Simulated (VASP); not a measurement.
# K (Im-3m) in VASP: single point with PBEsol

Aim: the single point of K with PBEsol.

Program: VASP 6.6.1. These are calculated values, not measurements. Logs are shortened: lines on timing, memory, paths and dates and some standing lists are left out, and cuts for length are marked.

## 1. Starting point

Symmetry: Im-3m, No. 229, cubic system. The conventional cell has a = 5.217 Å, b = 5.217 Å, c = 5.217 Å, α = 90.00°, β = 90.00°, γ = 90.00°.

## 2. Single point, PBEsol, non-collinear spin, zero start, spin-orbit coupling

INCAR reads:

```
SYSTEM = K
PREC = Accurate ; ENCUT = 520
EDIFF = 1E-6 ; ISMEAR = 0
SIGMA = 0.1 ; LREAL = .FALSE.
LASPH = .TRUE. ; NELM = 100
ALGO = Normal ; ISIF = 2
LWAVE = .FALSE. ; LCHARG = .FALSE.
LNONCOLLINEAR = .TRUE. ; MAGMOM = 0 0 0
LORBIT = 11 ; LSORBIT = .TRUE.
GGA_COMPAT = .FALSE. ; GGA = PS
```

KPOINTS reads:

```
Automatic mesh
0
G
  12 12 12
  0 0 0
```

POSCAR reads:

```
K
1.0
   -2.6084600000      2.6084600000      2.6084600000
    2.6084600000     -2.6084600000      2.6084600000
    2.6084600000      2.6084600000     -2.6084600000
K
1
Direct
    0.0000000000      0.0000000000      0.0000000000
```

Potentials or basis: VASP PAW PBE potentials, release 64 (K_sv).

Started as:

```console
$ cat potpaw_PBE.64/K_sv/POTCAR > POTCAR
$ mpirun -np 1 vasp_ncl > vasp.out
```

OUTCAR:

```text
SYSTEM = K
   PREC = Accurate
   ENCUT = 520
   EDIFF = 1E-6
   ISMEAR = 0
   LREAL = .FALSE.
   LASPH = .TRUE.
   NELM = 100
   ISIF = 2
   LNONCOLLINEAR = .TRUE.
   LORBIT = 11
   LSORBIT = .TRUE.
   GGA = PS

 ion  position               nearest neighbor table
   1  0.000  0.000  0.000-

  LATTYP: Found a body centered cubic cell.
 ALAT       =     5.2169200000

  Lattice vectors:

 A1 = (  -2.6084600000,   2.6084600000,   2.6084600000)
 A2 = (   2.6084600000,  -2.6084600000,   2.6084600000)
 A3 = (   2.6084600000,   2.6084600000,  -2.6084600000)

Analysis of symmetry for initial positions (statically):
=====================================================================
 Subroutine PRICEL returns:
 Original cell was already a primitive cell.

 Routine SETGRP: Setting up the symmetry group for a
 body centered cubic supercell.

 Subroutine GETGRP returns: Found 48 space group operations
 (whereof 48 operations were pure point group operations)
 out of a pool of 48 trial point group operations.

The static configuration has the point symmetry O_h .

Analysis of symmetry for dynamics (positions and initial velocities):
=====================================================================
 Subroutine PRICEL returns:
 Original cell was already a primitive cell.

 Routine SETGRP: Setting up the symmetry group for a
 body centered cubic supercell.

 Subroutine GETGRP returns: Found 48 space group operations
 (whereof 48 operations were pure point group operations)
 out of a pool of 48 trial point group operations.

The dynamic configuration has the point symmetry O_h .

Analysis of structural, dynamic, and magnetic symmetry:
=====================================================================
 Subroutine PRICEL returns:
 Original cell was already a primitive cell.

 Routine SETGRP: Setting up the symmetry group for a
 body centered cubic supercell.

 Subroutine GETGRP returns: Found 48 space group operations
 (whereof 48 operations were pure point group operations)
 out of a pool of 48 trial point group operations.

The overall configuration has the point symmetry O_h .

 Subroutine INISYM returns: Found 48 space group operations
 (whereof 48 operations are pure point group operations),
 and found     1 'primitive' translations

----------------------------------------------------------------------------------------

                                     Primitive cell

  volume of cell :      70.9925

  direct lattice vectors                    reciprocal lattice vectors
    -2.608460000  2.608460000  2.608460000     0.000000000  0.191683982  0.191683982
     2.608460000 -2.608460000  2.608460000     0.191683982  0.000000000  0.191683982
     2.608460000  2.608460000 -2.608460000     0.191683982  0.191683982  0.000000000

  length of vectors
     4.517985250  4.517985250  4.517985250     0.271082087  0.271082087  0.271082087

  position of ions in fractional coordinates (direct lattice)
     0.000000000  0.000000000  0.000000000

  ion indices of the primitive-cell ions
   primitive index   ion index
                 1           1

----------------------------------------------------------------------------------------

 KPOINTS: Automatic mesh

Automatic generation of k-mesh.
 Grid dimensions read from file:
 generate k-points for:   12   12   12

 Generating k-lattice:

  Cartesian coordinates                     Fractional coordinates (reciprocal lattice)
     0.000000000  0.015973665  0.015973665     0.083333333  0.000000000  0.000000000
     0.015973665  0.000000000  0.015973665     0.000000000  0.083333333  0.000000000
     0.015973665  0.015973665  0.000000000     0.000000000  0.000000000  0.083333333

  Length of vectors
     0.022590174  0.022590174  0.022590174

  Shift w.r.t. Gamma in fractional coordinates (k-lattice)
     0.000000000  0.000000000  0.000000000

 Subroutine IBZKPT returns following result:
 ===========================================

 Found     72 irreducible k-points:

 Following reciprocal coordinates:
            Coordinates               Weight
  0.000000  0.000000  0.000000      1.000000
  0.083333  0.000000  0.000000     12.000000
  0.166667  0.000000  0.000000     12.000000
  0.250000  0.000000  0.000000     12.000000
  0.333333  0.000000  0.000000     12.000000
  0.416667  0.000000  0.000000     12.000000
[... 16 lines left out ...]
  0.333333  0.083333  0.083333     24.000000
  0.416667  0.083333  0.083333     12.000000
 [... further k-points ...]
   k-points           NKPTS =     72   k-points in BZ     NKDIM =     72   number of bands    NBANDS=     16
   number of dos      NEDOS =    301   number of ions     NIONS =      1
   total plane-waves  NPLWV =  46656
   dimension x,y,z NGX =    36 NGY =   36 NGZ =   36
   dimension x,y,z NGXF=    72 NGYF=   72 NGZF=   72
   ions per type =               1
   NGX,Y,Z   is equivalent  to a cutoff of  13.25, 13.25, 13.25 a.u.
   NGXF,Y,Z  is equivalent  to a cutoff of  26.49, 26.49, 26.49 a.u.
 SYSTEM =  K
   PREC   = accura    normal or accurate (medium, high low for compatibility)
   ISTART =      0    job   : 0-new  1-cont  2-samecut
   ICHARG =      2    charge: 1-file 2-atom 10-const
   ISPIN  =      1    spin polarized calculation?
   LNONCOLLINEAR =      T non collinear calculations
   LSORBIT =      T    spin-orbit coupling
   LASPH  =      T    aspherical Exc in radial PAW
   ENCUT  =  520.0 eV  38.22 Ry    6.18 a.u.   8.40  8.40  8.40*2*pi/ulx,y,z
   NELM   =    100;   NELMIN=  2; NELMDL= -5     # of ELM steps
   EDIFF  = 0.1E-05   stopping-criterion for ELM
   LREAL  =      F    real-space projection
   EDIFFG = 0.1E-04   stopping-criterion for IOM
   NSW    =      0    number of steps for IOM
   IBRION =     -1    ionic relax: 0-MD 1-quasi-New 2-CG
   NFREE  =      0    steps in history (QN), initial steepest desc. (CG)
   ISIF   =      2    stress and relaxation
   ISYM   =      2    0-nonsym 1-usesym 2-fastsym
   POTIM  = 0.5000    time-step for ionic-motion
   TEBEG  =    0.0;   TEEND  =   0.0 temperature during run
   PSTRESS=    0.0 pullay stress
   NELECT =       9.0000    total number of electrons
   NUPDOWN=      -1.0000    fix difference up-down
   EMIN   =  10.00;   EMAX   =-10.00  energy-range for DOS
   EFERMI =   0.00;   METHOD = LEGACY
   ISMEAR =     0;   SIGMA  =   0.10  broadening in eV -4-tet -1-fermi 0-gaus
   EFERMI_NEDOS =   21; number of points for ismear=-14 and -15
   IALGO  =     38    algorithm
   IMIX   =      4    mixing-type and parameters
     AMIX     =   0.40;   BMIX     =  1.00
     AMIX_MAG =   1.60;   BMIX_MAG =  1.00
  volume/ion in A,a.u.               =      70.99       479.08
  Fermi-wavevector in a.u.,A,eV,Ry     =   0.822403  1.554117  9.202261  0.676347
  Thomas-Fermi vector in A             =   1.933732
   LORBIT       =     11    0 simple, 1 ext, 2 COOP (PROOUT), +10 PAW based schemes
   GGA     = PS    functional components
   LHFCALC =     F    Hartree Fock is set to
   AEXX    =    0.0000 exact exchange contribution
   IVDW    =     0    specifies the selected vdW correction
   LEPSILON=     F    determine dielectric tensor
   LRPA    =     F    only Hartree local field effects (RPA)
 Gauss-broadening in eV      SIGMA  =   0.10
  energy-cutoff  :      520.00
  volume of cell :       70.99
 maximum number of plane-waves:      3922
 NGX is ok and might be reduce to    36
   NGX = 17   NGY = 17   NGZ = 17

 number of electron       9.0000000 magnetization       0.0000000      0.0000000      0.0000000

 number of electron       9.0000000 magnetization      -0.0000000      0.0000000     -0.0000000

 number of electron       9.0000000 magnetization       0.0000000     -0.0000000      0.0000000

 Free energy of the ion-electron system (eV)
  ---------------------------------------------------
  ext. energy  EPLUGINS =         0.00000000
  ---------------------------------------------------
  free energy    TOTEN  =        -1.13838924 eV

  energy without entropy =       -1.13353343  energy(sigma->0) =       -1.13596134

 E-fermi :  -0.1044     XC(G=0):  -5.7852

 val. band max:       -0.1252715380   @ k =   0.2500   0.2500   0.0000
 cond. band min:      -0.0588650725   @ k =   0.3333   0.1667   0.0000
 fundamental gap:      0.0664064655
 Fermi energy:        -0.1044114047

 k-point     1 :       0.0000    0.0000    0.0000
  band No.  band energies     occupation
      1     -32.0615      1.00000
      2     -32.0615      1.00000
      3     -15.7469      1.00000
      4     -15.7469      1.00000
      5     -15.4806      1.00000
      6     -15.4806      1.00000
[... 8 lines left out ...]
     15       4.2416      0.00000
     16       4.2416      0.00000

 k-point     2 :       0.0833    0.0000    0.0000
  band No.  band energies     occupation
      1     -32.0612      1.00000
      2     -32.0612      1.00000
      3     -15.7492      1.00000
      4     -15.7492      1.00000
      5     -15.4846      1.00000
      6     -15.4846      1.00000
[... 8 lines left out ...]
     15       4.3115      0.00000
     16       4.3115      0.00000

 k-point     3 :       0.1667    0.0000    0.0000
  band No.  band energies     occupation
      1     -32.0603      1.00000
      2     -32.0603      1.00000
      3     -15.7556      1.00000
      4     -15.7556      1.00000
      5     -15.4953      1.00000
      6     -15.4953      1.00000
[... 8 lines left out ...]
     15       4.5255      0.00000
     16       4.5255      0.00000

 k-point     4 :       0.2500    0.0000    0.0000
  band No.  band energies     occupation
      1     -32.0591      1.00000
      2     -32.0591      1.00000
      3     -15.7647      1.00000
      4     -15.7647      1.00000
      5     -15.5094      1.00000
      6     -15.5094      1.00000
[... 8 lines left out ...]
     15       4.8752      0.00000
     16       4.8766      0.00000
[... 324 lines left out ...]
 k-point    22 :       0.2500    0.0833    0.0833
  band No.  band energies     occupation
      1     -32.0576      1.00000
      2     -32.0576      1.00000
      3     -15.7758      1.00000
      4     -15.7758      1.00000
      5     -15.5239      1.00000
      6     -15.5239      1.00000
[... 8 lines left out ...]
     15       4.9198      0.00000
     16       4.9198      0.00000

 k-point    23 :       0.3333    0.0833    0.0833
  band No.  band energies     occupation
      1     -32.0568      1.00000
      2     -32.0568      1.00000
      3     -15.7818      1.00000
      4     -15.7818      1.00000
      5     -15.5317      1.00000
      6     -15.5317      1.00000
[... 8 lines left out ...]
     15       4.7281      0.00000
     16       4.7281      0.00000

 k-point    24 :       0.4167    0.0833    0.0833
  band No.  band energies     occupation
      1     -32.0565      1.00000
      2     -32.0565      1.00000
      3     -15.7840      1.00000
      4     -15.7840      1.00000
      5     -15.5346      1.00000
      6     -15.5346      1.00000
[... 8 lines left out ...]
     15       4.6206      0.00000
     16       4.6206      0.00000

 [... further k-points ...]
[... 5 lines left out ...]
  --------------------------------------------------------------------------------------
  -------------------------------------------------------------------------------------
  Total       -0.0044284     -0.0044284     -0.0044284      0.0000000     -0.0000000      0.0000000
  in kB       -0.0999413     -0.0999413     -0.0999413      0.0000000     -0.0000000      0.0000000
  external PRESSURE =      -0.0999413 kB  Pullay stress =       0.0000000 kB

 VOLUME and BASIS-vectors are now :
 -----------------------------------------------------------------------------
  energy-cutoff  :      520.00
  volume of cell :       70.99
      direct lattice vectors                 reciprocal lattice vectors
    -2.608460000  2.608460000  2.608460000     0.000000000  0.191683982  0.191683982
     2.608460000 -2.608460000  2.608460000     0.191683982  0.000000000  0.191683982
     2.608460000  2.608460000 -2.608460000     0.191683982  0.191683982  0.000000000

 POSITION                                       TOTAL-FORCE (eV/Angst)
 -----------------------------------------------------------------------------------
      0.00000      0.00000      0.00000         0.000000     -0.000000      0.000000
 -----------------------------------------------------------------------------------
    total drift:                               -0.000000      0.000000      0.000000

  FREE ENERGIE OF THE ION-ELECTRON SYSTEM (eV)
  ---------------------------------------------------
  free  energy   TOTEN  =        -1.1383892422 eV

  energy  without entropy=       -1.1335334279  energy(sigma->0) =       -1.13596134

 Spin-Orbit-Coupling matrix elements

 Ion:    1  E_soc:     -0.0080185
 l=   1
     0.0000000    -0.0013364    -0.0013364
    -0.0013364     0.0000000    -0.0013364
    -0.0013364    -0.0013364     0.0000000
 l=   2
     0.0000000     0.0000000     0.0000000     0.0000000     0.0000000
     0.0000000     0.0000000     0.0000000     0.0000000     0.0000000
     0.0000000     0.0000000     0.0000000     0.0000000     0.0000000
     0.0000000     0.0000000     0.0000000     0.0000000     0.0000000
     0.0000000     0.0000000     0.0000000     0.0000000     0.0000000
 l=   3
     0.0000000     0.0000000     0.0000000     0.0000000     0.0000000     0.0000000     0.0000000
     0.0000000     0.0000000     0.0000000     0.0000000     0.0000000     0.0000000     0.0000000
     0.0000000     0.0000000     0.0000000     0.0000000     0.0000000     0.0000000     0.0000000
     0.0000000     0.0000000     0.0000000     0.0000000     0.0000000     0.0000000     0.0000000
     0.0000000     0.0000000     0.0000000     0.0000000     0.0000000     0.0000000     0.0000000
     0.0000000     0.0000000     0.0000000     0.0000000     0.0000000     0.0000000     0.0000000
     0.0000000     0.0000000     0.0000000     0.0000000     0.0000000     0.0000000     0.0000000

 total charge

# of ion       s       p       d       tot
------------------------------------------
    1        1.980   5.546   0.005   7.532

 magnetization (x)

# of ion       s       p       d       tot
------------------------------------------
    1       -0.000   0.000   0.000  -0.000

 magnetization (y)

# of ion       s       p       d       tot
------------------------------------------
    1       -0.000   0.000   0.000  -0.000

 magnetization (z)

# of ion       s       p       d       tot
------------------------------------------
    1        0.000   0.000  -0.000  -0.000
```

It took 93 s on 1 thread of Intel Xeon 6975P-C (Granite Rapids), shared host; peak memory 0.44 GiB.

Results:

| Property | Result |
| --- | --- |
| Free energy | -1.1384 eV |
| Pressure | 0.0 GPa |
| Net moment | 0.00 μB per cell |
| Valence electrons inside the program's atomic spheres | K 7.53 |

Moments on the atoms (μB; x, y, z):
```
K   0.00 0.00 0.00
```

Caveat: the PAW data sets were made with another functional, which shifts forces and pressure a little.
